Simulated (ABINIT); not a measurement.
The system is WC (Qusongite).

```
CELL_PARAMETERS angstrom
2.90650 0.00000 0.00000
-1.45325 2.51710 0.00000
0.00000 0.00000 2.83660
ATOMIC_POSITIONS crystal
W 0.00000 0.00000 0.00000
C 0.66667 0.33333 0.50000
```

- Program: ABINIT 10.8.3 (patched build)
- Task: relaxation of cell and atoms
- Functional: LDA-PZ
- Potentials or basis: JTH PAW LDA v2.0
- Cutoff: 544 eV
- k mesh: 10 × 10 × 9
- Occupations: fermi-dirac, width 0.05 eV
- Spin: no spin polarisation

At the start: pressure -9.2 GPa; volume 10.38 Å³/atom.

**Question.** Where does the relaxation end?

**Answer.** Over 4 steps the energy falls by 6.8 meV/atom and the volume is 10.15 Å³/atom (-2.2 %); space group P-6m2 (No. 187, to 0.05 Å).

The path:
```tsv
step	energy change (eV)	largest force (eV/Å)	pressure (GPa)	volume (Å³)
1	0.0000	0.0000	-9.19	20.75
2	-0.0126	0.0000	2.54	20.17
3	-0.0136	0.0000	-0.09	20.30
4	-0.0136	0.0000	0.00	20.29
```

Final structure:
```
W C
1.0
     2.88616    0.00000    0.00000
    -1.44308    2.49949    0.00000
     0.00000    0.00000    2.81276
W C
1 1
Direct
  0.00000 0.00000 0.00000
  0.66667 0.33333 0.50000
```
